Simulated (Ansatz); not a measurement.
# Property card for LiBr

The calculation used DFT PBE, scalar-relativistic, plane waves, PAW in Ansatz.

Settings: cutoff 420 eV, Γ-centred mesh 8×8×8 on the computed 2-atom cell, Gaussian smearing of 0.02 eV; no spin polarisation.

The structure is relaxed at this level of theory with its symmetry kept.

It takes space group Fm-3m (No. 225, cubic). The conventional cell has a = 5.511 Å, b = 5.511 Å, c = 5.511 Å, α = 90.00°, β = 90.00°, γ = 90.00°. Li (site symmetry m-3m) is surrounded by 6 Br at 2.76 Å. Br (site symmetry m-3m) has 6 Li at 2.76 Å as nearest neighbours.

| Quantity | Value |
| --- | --- |
| Volume per atom | 141.2 bohr³ |
| Formation energy from the elements' standard states (Br, Hg as crystals; uncorrected) | -1.546 eV/atom |
| Kohn–Sham band gap | 4.91 eV, indirect from (-0.083, 0.000, 0.083) to Γ |
| Löwdin character of the top 1 eV of the valence band | Br 4p 98 % |
| Electron masses at the edge by Cartesian direction of the standard setting (m_e; degenerate bands sorted by energy; no spin-orbit coupling) | x: 0.35; y: 0.35; z: 0.35 |
| Hole masses at the edge by Cartesian direction of the standard setting (m_e; degenerate bands sorted by energy; no spin-orbit coupling) | x: 0.93; y: 1.8; z: 0.93 |
| Bulk modulus | 25.7 GPa |
| Its pressure derivative | 4.4 |
| Electronic dielectric constant xx, yy, zz of the standard setting (independent particles) | 3.7, 3.7, 3.7 |
| Bader charges (e) | Li (1 in the cell) 0.90, Br (1 in the cell) -0.90 |